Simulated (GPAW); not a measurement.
# MnS (F-43m) in GPAW: single point with PBE

Aim: the single point of MnS with PBE.

Everything below comes from runs of GPAW 26.7.0. Logs are shortened: lines on timing, memory, paths and dates and some standing lists are left out, and cuts for length are marked. The log counts tension as positive stress, the text compression.

## Step 1: Starting point

It takes space group F-43m (No. 216, cubic). The conventional cell has a = 4.947 Å, b = 4.947 Å, c = 4.947 Å, α = 90.00°, β = 90.00°, γ = 90.00°. Mn (site symmetry -43m) has 4 S at 2.14 Å as nearest neighbours. S (site symmetry -43m) is surrounded by 4 Mn at 2.14 Å.

The cell is a database's computed one.

## Step 2: Single point, PBE, collinear spin, ferromagnetic start

Input file run.py:

```python
from ase import Atoms
from ase.dft.bandgap import bandgap
from ase.io import write
from ase.units import GPa
from gpaw import GPAW, PW

atoms = Atoms(['Mn', 'S'],
              cell=[[0.0, 2.4734634191, 2.4734634191],
                    [2.4734634191, 0.0, 2.4734634191],
                    [2.4734634191, 2.4734634191, 0.0]],
              scaled_positions=[[0.0, 0.0, 0.0],
                                [0.75, 0.75, 0.75]],
              pbc=True)
atoms.set_initial_magnetic_moments([4.0, 0.0])

calc = GPAW(mode=PW(400),
            xc='PBE',
            kpts={'size': (8, 8, 8), 'gamma': True},
            occupations={'name': 'fermi-dirac', 'width': 0.05},
            nbands=21,
            convergence={'density': 1e-05, 'energy': 1e-05},
            maxiter=80,
            txt='gpaw.txt')
atoms.calc = calc
energy = atoms.get_potential_energy()
forces = atoms.get_forces()
stress = atoms.get_stress()
calc.write('gs.gpw')
write('result.traj', atoms)
print(f'Energy: {energy:.6f} eV')
print('Forces (eV/A):')
print(forces.round(4))
print('Stress (GPa):', (stress / GPa).round(3))
print('Moments:', calc.get_magnetic_moments().round(3))
print('Fermi level:', round(calc.get_fermi_level(), 4), 'eV')
print(f'Gap: {bandgap(calc)[0]:.4f} eV, direct: {bandgap(calc, direct=True)[0]:.4f} eV')
```

Potentials or basis: GPAW PAW data sets (gpaw-data 1.2.1), pw.

Run with:

```bash
> OMP_NUM_THREADS=1 python run.py
```

gpaw.txt:

```text
__  _  _
 | _ |_)|_||  |
 |__||  | ||/\| - 26.7.0

Input parameters:
  mode=PW(ecut=400.0),
  convergence={'density': 1e-05, 'energy': 1e-05},
  kpts=MonkhorstPack(size=(8, 8, 8), gamma=True),
  maxiter=80,
  nbands=21,
  occupations=Occupations(name='fermi-dirac', width=0.05),
  xc=XC(name='PBE')

Diagonalizing LCAO Hamiltonian
Converting LCAO to pw mode

                   S

       Mn

Atoms  # Å, Bohr magnetons
|   | symbol |        x |        y |        z |    initial magnetic moments |
|---|--------|----------|----------|----------|-----------------------------|
| 0 |     Mn | 0.000000 | 0.000000 | 0.000000 | ( 0.0000,  0.0000,  4.0000) |
| 1 |      S | 3.710195 | 3.710195 | 3.710195 | ( 0.0000,  0.0000,  0.0000) |

Unit cell  # Å
| periodic |        x |        y |        z |  lengths |    angles |
|----------|----------|----------|----------|----------|-----------|
|      yes | 0.000000 | 2.473463 | 2.473463 | 3.498006 | 60.000000 |
|      yes | 2.473463 | 0.000000 | 2.473463 | 3.498006 | 60.000000 |
|      yes | 2.473463 | 2.473463 | 0.000000 | 3.498006 | 60.000000 |

Number of symmetries: 24
Symmetry operations  # r_c * U_cc + t_c -> r_c
|    | kind |            matrix            |
|----|------|------------------------------|
|  0 |  E   |  1, 0, 0,  0, 1, 0,  0, 0, 1 |
|  1 |  σ   |  1, 0, 0,  0, 0, 1,  0, 1, 0 |
|  2 |  σ   |  1, 0,-1,  0, 1,-1,  0, 0,-1 |
|  3 |  C3  |  1, 0,-1,  0, 0,-1,  0, 1,-1 |
|  4 |  C3  |  1,-1, 0,  0,-1, 1,  0,-1, 0 |
|  5 |  σ   |  1,-1, 0,  0,-1, 0,  0,-1, 1 |
|  6 |  σ   |  0, 1, 0,  1, 0, 0,  0, 0, 1 |
|  7 |  C3  |  0, 1, 0,  0, 0, 1,  1, 0, 0 |
|  8 |  C2  |  0, 1,-1,  1, 0,-1,  0, 0,-1 |
|  9 |  S4  |  0, 1,-1,  0, 0,-1,  1, 0,-1 |
| 10 |  C3  |  0, 0, 1,  1, 0, 0,  0, 1, 0 |
| 11 |  σ   |  0, 0, 1,  0, 1, 0,  1, 0, 0 |
| 12 |  S4  |  0, 0,-1,  1, 0,-1,  0, 1,-1 |
| 13 |  C3  |  0, 0,-1,  0, 1,-1,  1, 0,-1 |
| 14 |  S4  |  0,-1, 1,  1,-1, 0,  0,-1, 0 |
| 15 |  C2  |  0,-1, 1,  0,-1, 0,  1,-1, 0 |
| 16 |  C3  |  0,-1, 0,  1,-1, 0,  0,-1, 1 |
| 17 |  S4  |  0,-1, 0,  0,-1, 1,  1,-1, 0 |
| 18 |  S4  | -1, 1, 0, -1, 0, 1, -1, 0, 0 |
| 19 |  C3  | -1, 1, 0, -1, 0, 0, -1, 0, 1 |
| 20 |  C3  | -1, 0, 1, -1, 1, 0, -1, 0, 0 |
| 21 |  S4  | -1, 0, 1, -1, 0, 0, -1, 1, 0 |
| 22 |  σ   | -1, 0, 0, -1, 1, 0, -1, 0, 1 |
| 23 |  C2  | -1, 0, 0, -1, 0, 1, -1, 1, 0 |

BZ-sampling:
  Number of BZ points: 512
  Number of IBZ points: 29

  Monkhorst-Pack size: [8, 8, 8]
  Monkhorst-Pack shift: [0.0625, 0.0625, 0.0625]

K-points  # in reciprocal-cell coordinates
|     |                                coordinates |     weight |
|-----|--------------------------------------------|------------|
|   0 | (  0.00000000,   0.00000000,   0.00000000) | 0.00195312 |
|   1 | (  0.12500000,   0.12500000,   0.00000000) | 0.01171875 |
|   2 | (  0.12500000,   0.12500000,   0.12500000) | 0.01562500 |
|   3 | (  0.25000000,   0.12500000,   0.12500000) | 0.02343750 |
|   4 | (  0.25000000,   0.25000000,   0.00000000) | 0.01171875 |
|   5 | (  0.25000000,   0.25000000,   0.12500000) | 0.04687500 |
|   6 | (  0.25000000,   0.25000000,   0.25000000) | 0.01562500 |
|   7 | (  0.37500000,   0.25000000,  -0.37500000) | 0.04687500 |
|   8 | (  0.37500000,   0.25000000,   0.12500000) | 0.04687500 |
|   9 | (  0.37500000,   0.25000000,   0.25000000) | 0.04687500 |
| ... |                                            |            |
|  28 | (  0.50000000,   0.50000000,   0.50000000) | 0.00781250 |

Plane wave coefficients: 568
Cutoff: 400.0 eV

Spin-components: 2 (collinear spins)
Bands:           21
Projectors:      11
Spin-degeneracy: 1
Datatype:        complex128

Density:
  Valence electrons: 21.0
  Components: 2
  Grid points: [18 18 18]
  Charge: 0.0  # |e|

Potential:
  Grid points: [18 18 18]

species:
  Mn:
    name:    Manganese
    Z:       25.0
    valence: 15
    core:    10
    charge:  0.0  # [|e|]
    compensation charges:
      type: gauss
      rc: 0.38  # [Å]
      lmax: 2
    cutoffs:
      filter: 2.14  # [Å]
      core: 0.86  # [Å]
    projectors
    | kind |    occ | energy [eV] | rcut [Å] |
    |------|--------|-------------|----------|
    |   3s |  2.000 |     -85.859 |    1.275 |
    |   4s |  2.000 |      -5.106 |    1.275 |
    |   3p |  6.000 |     -54.597 |    1.281 |
    |   4p |  0.000 |      -1.371 |    1.281 |
    |   3d |  5.000 |      -6.771 |    1.138 |
    |    d |        |      20.441 |    1.138 |

    Using partial waves for Mn as LCAO basis

  S:
    name:    Sulfur
    Z:       16.0
    valence: 6
    core:    10
    charge:  0.0  # [|e|]
    compensation charges:
      type: gauss
      rc: 0.24  # [Å]
      lmax: 2
    cutoffs:
      filter: 1.77  # [Å]
      core: 1.66  # [Å]
    projectors
    | kind |    occ | energy [eV] | rcut [Å] |
    |------|--------|-------------|----------|
    |   3s |  2.000 |     -17.254 |    0.974 |
    |   3p |  4.000 |      -7.008 |    0.979 |
    |    s |        |       9.957 |    0.974 |
    |    p |        |      20.203 |    0.979 |
    |    d |        |       0.000 |    0.900 |

    Using partial waves for S as LCAO basis

Reference energy: -42371.707970  # eV

eigensolver:
  PPCG
  Converge bands: occupied
  niter=2

density mixing:
  MSR1-Mixer
  Pratt-step length: 0.05
  Maximum mixing coefficient: 0.75
  Old densities: 10
  SVD Regularization: 0.005
  Good broyden scale: 1.0
  Trust region scale: 1.0
  Backstep threshold: 4.0
  History deletion threshold: 6.0
  Fourier metric: weight=20.0, sigma=0.015

occupation numbers:
  Fermi-Dirac:
    width: 0.0500  # eV

poisson solver:
  ecut: 3200.0  # eV

xc functional:
  name: PBE with 2 nearest neighbor stencil

convergence criteria:
- Maximum integral of absolute [dens]ity change: 1e-05 electrons / valence electron
- Maximum [total energy] change in last 3 cyles: 1e-05 eV / valence electron
- Maximum integral of absolute [eigenst]ate change: 4e-08 eV^2 / valence electron
maximum number of iterations: 80

SCF iterations
|iter     | |      energy | eigst |  dens |  magmom |
|---------|-|-------------|-------|-------|---------|
|iter:   1| |  -13.870136 | +0.22 |       |  +4.0039|
|iter:   2| |  -13.851521 | -1.82 | -1.06 |  +3.9643|
|iter:   3| |  -14.043270 | -2.01 | -1.08 |  +3.3197|
|iter:   4| |  -13.994995 | -2.15 | -1.21 |  +2.9083|
|iter:   5| |  -14.010945 | -2.94 | -1.51 |  +2.5768|
|iter:   6| |  -14.064072 | -3.18 | -1.67 |  +2.0936|
|iter:   7| |  -14.125266 | -3.42 | -1.71 |  +1.5422|
|iter:   8| |  -14.231079 | -2.98 | -1.76 |  +0.7239|
|iter:   9| |  -14.116685 | -2.91 | -1.64 |  +1.6575|
|iter:  10| |  -13.999174 | -2.86 | -1.79 |  +2.5472|
|iter:  11| |  -14.126471 | -2.83 | -1.70 |  +1.5810|
[... 9 lines left out ...]
|iter:  21| |  -14.266981 | -3.99 | -1.70 |  -0.4991|
|iter:  22| |  -14.277419 | -3.40 | -1.91 |  -0.1265|
|iter:  23| |  -14.279165 | -3.98 | -2.32 |  -0.2617|
|iter:  24| |  -14.278956 | -4.18 | -2.55 |  -0.0786|
|iter:  25| |  -14.279975 | -5.09 | -2.98 |  -0.1277|
|iter:  26| |  -14.281072 | -4.98 | -3.03 |  -0.1489|
|iter:  27| |  -14.280722 | -6.20 | -2.82 |  -0.1329|
|iter:  28| |  -14.280460 | -6.00 | -2.85 |  -0.1292|
|iter:  29| |  -14.280724 | -6.38 | -2.89 |  -0.1472|
|iter:  30| |  -14.280197 | -5.64 | -2.93 |  -0.1384|
|iter:  31| |  -14.280135 | -7.61c| -3.01 |  -0.1351|
|iter:  32| |  -14.280083c| -6.59 | -3.01 |  -0.1403|
|iter:  33| |  -14.279926c| -6.87 | -3.05 |  -0.1322|
|iter:  34| |  -14.279954c| -6.93 | -3.06 |  -0.1318|
|iter:  35| |  -14.281561 | -4.86 | -3.05 |  -0.2249|
|iter:  36| |  -14.283875 | -4.51 | -3.06 |  -0.2863|
|iter:  37| |  -14.283908 | -5.30 | -3.03 |  -0.2517|
|iter:  38| |  -14.284644 | -4.85 | -3.25 |  -0.3101|
|iter:  39| |  -14.284364 | -5.38 | -3.09 |  -0.2686|
|iter:  40| |  -14.284551 | -6.05 | -3.56 |  -0.2836|
|iter:  41| |  -14.284498c| -7.12 | -4.18 |  -0.2779|
|iter:  42| |  -14.284563c| -6.90 | -4.11 |  -0.2848|
|iter:  43| |  -14.284506c| -6.98 | -4.04 |  -0.2786|
|iter:  44| |  -14.284541c| -7.46c| -4.22 |  -0.2823|
|iter:  45| |  -14.284531c| -8.26c| -4.52 |  -0.2812|
|iter:  46| |  -14.284530c| -9.14c| -5.61c|  -0.2811|

Converged in 46 steps
Energy contributions relative to reference atoms: (reference = -42371.707970)

Energy contributions:
  Kinetic:           8.037940
  Coulomb:          -6.625529
  Zero:              0.207701
  External:          0.000000
  Xc:              -15.896290
  Entropy:          -0.016703
  Spinorbit:         0.000000
  ----------------------------
  Free energy:     -14.292881
  Extrapolated:    -14.284530

dipole moment: (-7.719184, -7.719184, -7.719184)  # |e|*Ang

Total magnetic moment: (0.000000, 0.000000, -0.281090)

Local magnetic moments
|        x |        y |         z |
|----------|----------|-----------|
| 0.000000 | 0.000000 | -0.264920 |  # Mn   0
| 0.000000 | 0.000000 |  0.003939 |  # S    1

Fermi level: 7.907
Eigenvalues  # (at kpt = [0.000, 0.000, 0.000])
| band index |      eig [eV] | occ [0-1] |      eig [eV] | occ [0-1] |
|------------|---------------|-----------|---------------|-----------|
|          0 |       -70.809 |     1.000 |       -71.082 |     1.000 |
|        ... |               |           |               |           |
|          2 |       -39.658 |     1.000 |       -39.925 |     1.000 |
|          3 |       -39.658 |     1.000 |       -39.925 |     1.000 |
|          4 |        -7.408 |     1.000 |        -7.419 |     1.000 |
|          5 |         3.216 |     1.000 |         3.157 |     1.000 |
|          6 |         3.216 |     1.000 |         3.157 |     1.000 |
|          7 |         3.216 |     1.000 |         3.157 |     1.000 |
[... 8 lines left out ...]
|         16 |        15.741 |     0.000 |        15.675 |     0.000 |
|         17 |        21.188 |     0.000 |        21.102 |     0.000 |
|        ... |               |           |               |           |
|         20 |        24.166 |     0.000 |        24.124 |     0.000 |

No gap
No difference between direct/indirect transitions

Forces  # eV/Ang
|       x |        y |       z |
|---------|----------|---------|
| 0.00000 | -0.00000 | 0.00000 |  # Mn   0
| 0.00000 |  0.00000 | 0.00000 |  # S    1

Stress tensor  # eV/Ang^3
|         x |         y |         z |
|-----------|-----------|-----------|
| -0.021002 | -0.000000 |  0.000000 |
| -0.000000 | -0.021002 |  0.000000 |
|  0.000000 |  0.000000 | -0.021002 |

# Writing to gs.gpw (mode='')
```

Wall time 3.2 min (1 thread of Intel Xeon at 2.50GHz (Skylake/Cascade Lake), shared host); peak memory 0.15 GiB.

These settings aren't checked as converged: the numbers below hold their error.

What came out:

```
Free energy            : -14.2929 eV
Pressure               : 3.4 GPa
Band gap on the k mesh : none (metal or under the smearing width)
Net moment             : -0.28 μB per cell
Site moments           : Mn -0.26; S +0.00 μB
```

Caveat: the cutoff is short for stress and forces, so pressures can be off by a GPa or more; the moment fell far below its start of 4 μB, so a state of higher moment may lie lower in energy; semilocal functionals often make such compounds metallic where correlation or magnetic order opens a gap, which also shifts bond lengths.
